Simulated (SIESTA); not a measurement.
**FePt (Tetraferroplatinum) under changes of volume**

One of the cells (14.072 Å³/atom); the others are scaled copies at fixed shape and fractional positions:

```
Pt Fe
1.0
     2.74154    0.00000    0.00000
     0.00000    2.74154    0.00000
     0.00000    0.00000    3.74464
Pt Fe
1 1
Direct
  0.50000 0.50000 0.50000
  0.00000 0.00000 0.00000
```

* Program: SIESTA 5.4.2
* Functional: PBEsol
* Potentials or basis: PseudoDojo 0.4 standard (PBEsol files)
* Basis: DZP (energy shift 0.003 Ry; two zetas on semicore shells)
* Grid cutoff: 800 Ry
* Energy shift: 0.003 Ry
* k mesh: 10 × 10 × 7
* Occupations: fermi-dirac, width 0.05 eV
* Spin: collinear spin, ferromagnetic start
* Starting moments: [0.0, 3.0] μB

| volume (Å³/atom) | energy over the lowest point (meV/atom) | pressure (GPa) | moment (μB per cell) |
| --- | --- | --- | --- |
| 12.969 | ? | ? | ? |
| 13.245 | 4.16 | 5.1 | 3.27 |
| 13.521 | 0.00 | 0.1 | 3.31 |
| 14.072 | 14.97 | -8.5 | 3.39 |
| 14.348 | 32.99 | -12.0 | 3.43 |
| 14.624 | 56.40 | -15.0 | 3.47 |

**Question.** What does the run at 12.969 Å³/atom give?

**Answer.** Energy over the lowest point 18.03 meV/atom; pressure 11.3 GPa; moment 3.23 μB per cell.

Worked out: A Birch-Murnaghan fit of order 3 (a polynomial in V^(-2/3)) to the other rows has its minimum at 13.52 Å³/atom with B0 = V·E''(V) = 233 GPa and B' = 4.6 at fixed shape and positions, which overstates the stiffness. It gives 17.60 meV/atom at 12.969 Å³/atom, against the run's 18.03, and -dE/dV = 10.7 GPa, against 11.3. A straight line through the other rows of the moment, of slope 0.145 μB per Å³/atom, extrapolates to 3.23 μB, against the run's 3.23.

Energies are extrapolated to zero smearing.

Caveats: short orbitals over semicore shells can move pressures by several GPa; the basis of atomic orbitals isn't converged, which shifts pressures, moduli and gaps.
